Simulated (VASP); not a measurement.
## A VASP 6.6.1 single-point calculation on SiC

INCAR

```
ENCUT = 520
ISMEAR = 2
NSW = 0
LCHARG = .FALSE.
NBANDS = 11
LWAVE = .FALSE.
LASPH = .TRUE.
ISIF = 2
LREAL = .FALSE.
PREC = Accurate
GGA = PS
IBRION = -1
NELM = 94
EDIFF = 1E-7
SIGMA = 0.6
```

KPOINTS

```
KPOINTS created by Atomic Simulation Environment
0
Gamma
10 10 10
0 0 0
```

POSCAR

```
Si C
 1.0000000000000000
    -0.0444000000000000    1.9720000000000000    1.9421999999999999
     2.0186999999999999   -0.0989000000000000    1.9966999999999999
     1.9864999999999999    1.9943000000000000   -0.0668000000000000
 Si  C
   1   1
Cartesian
  1.9516700100000000  1.9732917699999999 -0.0082168700000000
  2.1014865899999999  1.7588326900000000  1.7757595999999998
```

The recommended PBE PAW datasets give the neutral cell 8 valence electrons.

Command

```
mpirun -np 1 vasp_std
```

Task: Predict the outcome of this run.

Result: It converged. Results: gap between bands v and c on the k mesh -1.96 eV (bands overlap: a metal); least direct gap on the k mesh 2.10 eV; pressure 18.2 GPa; largest force 2.02 eV/Å. Band v is the last that the valence electrons fill when counted band by band, and c is the next.

OSZICAR

```
N       E                     dE             d eps       ncg     rms          rms(c)
DAV:   1     0.202841339285E+01    0.20284E+01   -0.41287E+03 11907   0.630E+02
DAV:   2    -0.154129792063E+02   -0.17441E+02   -0.16477E+02 13943   0.109E+02
DAV:   3    -0.158728598389E+02   -0.45988E+00   -0.45873E+00 13445   0.138E+01
DAV:   4    -0.158738970470E+02   -0.10372E-02   -0.10372E-02 12340   0.816E-01
DAV:   5    -0.158738994457E+02   -0.23987E-05   -0.23979E-05 13365   0.367E-02    0.904E+00
DAV:   6    -0.142893835690E+02    0.15845E+01   -0.52539E+00 12372   0.104E+01    0.391E+00
DAV:   7    -0.142415689276E+02    0.47815E-01   -0.34226E-01 13368   0.341E+00    0.162E+00
DAV:   8    -0.142340363184E+02    0.75326E-02   -0.15209E-02 12046   0.783E-01    0.287E-01
DAV:   9    -0.142336398107E+02    0.39651E-03   -0.17343E-03 13263   0.235E-01    0.105E-01
DAV:  10    -0.142336073968E+02    0.32414E-04   -0.17506E-04 11957   0.796E-02    0.318E-02
DAV:  11    -0.142336076205E+02   -0.22370E-06   -0.69817E-06 12608   0.201E-02    0.179E-02
DAV:  12    -0.142336075354E+02    0.85046E-07   -0.49062E-07 12383   0.428E-03
   1 F= -.14233608E+02 E0= -.14233712E+02  d E =0.416364E-03
```

Standard output (part)

```
POSCAR found type information on POSCAR SiC
 POSCAR found :  2 types and       2 ions
 LDA part: xc-table for (Slater+PW92), standard interpolation
 POSCAR, INCAR and KPOINTS ok, starting setup
 WAVECAR not read
 entering main loop
```

One setting is odd (smearing far too wide), but here it hardly changes the result.

On sound settings PBEsol gives a gap of -1.95 eV on its mesh and a pressure of 18.4 GPa for the intended cell. This run's energy (σ→0) differs from it by 0 meV an atom.
